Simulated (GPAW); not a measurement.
# PtS2 (P-3m1) in GPAW: settings compared, part 2 of 2

GPAW 26.7.0. The steps go on from the part before.

## Step 5: Single point, PBE

File run.py:

```python
from ase import Atoms
from ase.dft.bandgap import bandgap
from ase.io import write
from ase.units import GPa
from gpaw import GPAW, PW

atoms = Atoms(['Pt', 'S', 'S'],
              cell=[[3.5432, 0.0, 0.0],
                    [-1.7716, 3.0685012107, 0.0],
                    [0.0, 0.0, 5.0388]],
              scaled_positions=[[0.0, 0.0, 0.0],
                                [0.6666666667, 0.3333333333, 0.773],
                                [0.3333333333, 0.6666666667, 0.227]],
              pbc=True)

calc = GPAW(mode=PW(600),
            xc='PBE',
            kpts={'size': (9, 9, 5), 'gamma': True},
            occupations={'name': 'methfessel-paxton', 'order': 0, 'width': 0.023},
            nbands=26,
            convergence={'density': 1e-05, 'energy': 1e-05},
            maxiter=150,
            txt='gpaw.txt')
atoms.calc = calc
energy = atoms.get_potential_energy()
forces = atoms.get_forces()
stress = atoms.get_stress()
calc.write('gs.gpw')
write('result.traj', atoms)
print(f'Energy: {energy:.6f} eV')
print('Forces (eV/A):')
print(forces.round(4))
print('Stress (GPa):', (stress / GPa).round(3))
print('Fermi level:', round(calc.get_fermi_level(), 4), 'eV')
print(f'Gap: {bandgap(calc)[0]:.4f} eV, direct: {bandgap(calc, direct=True)[0]:.4f} eV')
```

Potentials or basis: GPAW PAW data sets (gpaw-data 1.2.1), pw.

Launch:

```
> OMP_NUM_THREADS=1 python run.py
```

gpaw.txt:

```text
__  _  _
 | _ |_)|_||  |
 |__||  | ||/\| - 26.7.0

Input parameters:
  mode=PW(ecut=600.0),
  convergence={'density': 1e-05, 'energy': 1e-05},
  kpts=MonkhorstPack(size=(9, 9, 5), gamma=True),
  maxiter=150,
  nbands=26,
  occupations=Occupations(name='methfessel-paxton', order=0, width=0.023),
  xc=XC(name='PBE')

Diagonalizing LCAO Hamiltonian
Converting LCAO to pw mode

            S

         S

       Pt

Atoms  # Å, Bohr magnetons
|   | symbol |         x |        y |        z |    initial magnetic moments |
|---|--------|-----------|----------|----------|-----------------------------|
| 0 |     Pt |  0.000000 | 0.000000 | 0.000000 | ( 0.0000,  0.0000,  0.0000) |
| 1 |      S |  1.771600 | 1.022834 | 3.894992 | ( 0.0000,  0.0000,  0.0000) |
| 2 |      S | -0.000000 | 2.045667 | 1.143808 | ( 0.0000,  0.0000,  0.0000) |

Unit cell  # Å
| periodic |         x |        y |        z |  lengths |     angles |
|----------|-----------|----------|----------|----------|------------|
|      yes |  3.543200 | 0.000000 | 0.000000 | 3.543200 |  90.000000 |
|      yes | -1.771600 | 3.068501 | 0.000000 | 3.543200 |  90.000000 |
|      yes |  0.000000 | 0.000000 | 5.038800 | 5.038800 | 120.000000 |

Number of symmetries: 12
Symmetry operations  # r_c * U_cc + t_c -> r_c
|    | kind |            matrix            |
|----|------|------------------------------|
|  0 |  σ   |  1, 1, 0,  0,-1, 0,  0, 0, 1 |
|  1 |  S6  |  1, 1, 0, -1, 0, 0,  0, 0,-1 |
|  2 |  E   |  1, 0, 0,  0, 1, 0,  0, 0, 1 |
|  3 |  C2  |  1, 0, 0, -1,-1, 0,  0, 0,-1 |
[... 141 lines left out ...]
SCF iterations
|iter     | |      energy | eigst |  dens |
|---------|-|-------------|-------|-------|
|iter:   1| |  -17.023964 | +0.36 |       |
|iter:   2| |  -16.488312 | -1.67 | -1.05 |
|iter:   3| |  -15.533657 | -1.57 | -1.13 |
|iter:   4| |  -15.511228 | -3.24 | -1.61 |
|iter:   5| |  -15.497348 | -3.27 | -1.82 |
|iter:   6| |  -15.497395 | -4.70 | -2.77 |
|iter:   7| |  -15.497473c| -5.07 | -3.23 |
|iter:   8| |  -15.497476c| -6.66 | -4.03 |
|iter:   9| |  -15.497476c| -7.57c| -4.52 |
|iter:  10| |  -15.497476c| -7.85c| -5.08c|

Converged in 10 steps
Energy contributions relative to reference atoms: (reference = -522090.602563)

Energy contributions:
  Kinetic:          12.471709
  Coulomb:         -13.205628
  Zero:             -0.301831
  External:          0.000000
  Xc:              -14.461726
  Entropy:          -0.000000
  Spinorbit:         0.000000
  ----------------------------
  Free energy:     -15.497476
  Extrapolated:    -15.497476

dipole moment: (-6.144397, -10.642408, -17.475948)  # |e|*Ang

Fermi level: 8.180
Eigenvalues  # (at kpt = [0.000, 0.000, 0.000])
| band index |      eig [eV] | occ [0-2] |
|------------|---------------|-----------|
|          0 |       -46.520 |     2.000 |
|        ... |               |           |
|          6 |         0.377 |     2.000 |
|          7 |         0.494 |     2.000 |
|          8 |         3.396 |     2.000 |
|          9 |         3.396 |     2.000 |
|         10 |         5.600 |     2.000 |
|         11 |         6.269 |     2.000 |
[... 8 lines left out ...]
|         20 |        19.345 |     0.000 |
|         21 |        19.921 |     0.000 |
|        ... |               |           |
|         25 |        21.130 |     0.000 |

Gap: 0.990 eV
Transition (v -> c):
  (s=0, k=12, n=13, [0.22, 0.00, -0.20]) -> (s=0, k=22, n=14, [0.33, 0.00, -0.20])
Direct/indirect transitions are different
Direct gap: 1.039 eV
Transition at: (s=0, k=12, n=13, [0.22, 0.00, -0.20])

Forces  # eV/Ang
|       x |        y |        z |
|---------|----------|----------|
| 0.00000 | -0.00000 |  0.00000 |  # Pt   0
| 0.00000 |  0.00000 | -1.29180 |  # S    1
| 0.00000 | -0.00000 |  1.29180 |  # S    2

Stress tensor  # eV/Ang^3
|         x |         y |         z |
|-----------|-----------|-----------|
| -0.076985 |  0.000000 |  0.000000 |
|  0.000000 | -0.076985 | -0.000000 |
|  0.000000 | -0.000000 | -0.065977 |

# Writing to gs.gpw (mode='')
```

Wall time 52 s (1 thread of Arm Neoverse V1, shared host); peak memory 0.2 GiB.

What came out:

* Free energy: -15.4975 eV
* Pressure: 11.7 GPa
* Largest force: 1.292 eV/Å
* Band gap on the k mesh: 0.99 eV, indirect (least direct gap 1.04 eV)

Forces in eV/Å, atoms in the order of the input:
```
Pt   0.000  0.000  0.000
S    0.000  0.000 -1.292
S    0.000  0.000  1.292
```

Stress tensor (GPa, compression positive):
```
12.33  0.00  0.00
 0.00 12.33  0.00
 0.00  0.00 10.57
```

Levels at points of the mesh, in eV from the valence-band top:
| k point | band 10 | band 11 | band 12 | band 13 | band 14 | band 15 | band 16 | band 17 | band 18 | band 19 |
| --- | --- | --- | --- | --- | --- | --- | --- | --- | --- | --- |
| (0.00, 0.00, 0.00) | -4.00 | -1.80 | -1.13 | -1.13 | -0.12 | 2.43 | 2.43 | 4.77 | 5.77 | 7.86 |

Caveat: spin-orbit coupling is left out, which moves the levels of the heavy elements; an odd mesh through Γ misses points on the zone boundary, where band edges often lie; forces of over 1 eV/Å show positions far from the minimum, so gaps and moduli don't describe the material at rest.

## Step 6: Single point, PBE

File run.py:

```python
from ase.dft.bandgap import bandgap
from ase.io import read, write
from ase.units import GPa
from gpaw import GPAW, PW

atoms = read('POSCAR')

calc = GPAW(mode=PW(600),
            xc='PBE',
            kpts={'size': (9, 9, 5), 'gamma': True},
            occupations={'name': 'methfessel-paxton', 'order': 0, 'width': 0.024},
            nbands=26,
            convergence={'density': 1e-05, 'energy': 1e-05},
            maxiter=150,
            txt='gpaw.txt')
atoms.calc = calc
energy = atoms.get_potential_energy()
forces = atoms.get_forces()
stress = atoms.get_stress()
calc.write('gs.gpw')
write('result.traj', atoms)
print(f'Energy: {energy:.6f} eV')
print('Forces (eV/A):')
print(forces.round(4))
print('Stress (GPa):', (stress / GPa).round(3))
print('Fermi level:', round(calc.get_fermi_level(), 4), 'eV')
print(f'Gap: {bandgap(calc)[0]:.4f} eV, direct: {bandgap(calc, direct=True)[0]:.4f} eV')
```

File POSCAR:

```
PtS2
1.0
    3.5432000000      0.0000000000      0.0000000000
   -1.7716000000      3.0685012107      0.0000000000
    0.0000000000      0.0000000000      5.0388000000
Pt S
1 2
Direct
    0.0000000000      0.0000000000      0.0000000000
    0.6666666667      0.3333333333      0.7730000000
    0.3333333333      0.6666666667      0.2270000000
```

Potentials or basis: GPAW PAW data sets (gpaw-data 1.2.1), pw.

Launch:

```
> OMP_NUM_THREADS=1 python run.py
```

It took 52 s on 1 thread of Arm Neoverse V1, shared host; peak memory 0.2 GiB.

It converged, with:

```yaml
Free_energy: -15.4975 eV
Pressure: 11.7 GPa
Largest_force: 1.292 eV/Å
Band_gap_on_the_k_mesh: 0.99 eV, indirect (least direct gap 1.04 eV)
```

Forces in eV/Å, atoms in the order of the input:
```
Pt   0.000  0.000  0.000
S    0.000  0.000 -1.292
S    0.000  0.000  1.292
```

Stress tensor (GPa, compression positive):
```
12.33  0.00  0.00
 0.00 12.33  0.00
 0.00  0.00 10.57
```

Levels at points of the mesh, in eV from the valence-band top:
```csv
k point,band 11,band 12,band 13,band 14,band 15,band 16,band 17,band 18
"(0.00, 0.00, 0.00)",-1.80,-1.13,-1.13,-0.12,2.43,2.43,4.77,5.77
```

Caveat: spin-orbit coupling is left out, which moves the levels of the heavy elements; an odd mesh through Γ misses points on the zone boundary, where band edges often lie; forces of over 1 eV/Å show positions far from the minimum, so gaps and moduli don't describe the material at rest.

## Step 7: Overview

```csv
task,level,potentials or basis,cell,smearing,optimizer,fmax,max steps,convergence,gap on the mesh (eV),pressure (GPa),largest force (eV/Å)
relaxation of cell and atoms,PBEsol,"PAW data sets generated in the run's folder for this functional, pw",relaxed,fermi-dirac 0.05 eV,LBFGS,0.01 eV/Å,60,density=1e-05 forces=0.0001,0.20,0.0,-
single point,PBE,"GPAW PAW data sets (gpaw-data 1.2.1), pw",as given,gaussian 0.018 eV,-,-,-,-,0.99,11.7,1.29
single point,PBE,"GPAW PAW data sets (gpaw-data 1.2.1), pw",as given,gaussian 0.02 eV,-,-,-,-,0.99,11.7,1.29
single point,PBE,"GPAW PAW data sets (gpaw-data 1.2.1), pw",as given,gaussian 0.023 eV,-,-,-,-,0.99,11.7,1.29
single point,PBE,"GPAW PAW data sets (gpaw-data 1.2.1), pw",as given,gaussian 0.024 eV,-,-,-,-,0.99,11.7,1.29
```

Alike in all rows: no spin polarisation; k mesh 9 × 9 × 5; cutoff (eV) 600.

Caveats: spin-orbit coupling is left out, which moves the levels of the heavy elements; an odd mesh through Γ misses points on the zone boundary, where band edges often lie; forces of over 1 eV/Å show positions far from the minimum, so gaps and moduli don't describe the material at rest (some runs); later steps reuse the first step's grids (some runs).

Absolute energies hang on the potentials; compare differences alone.
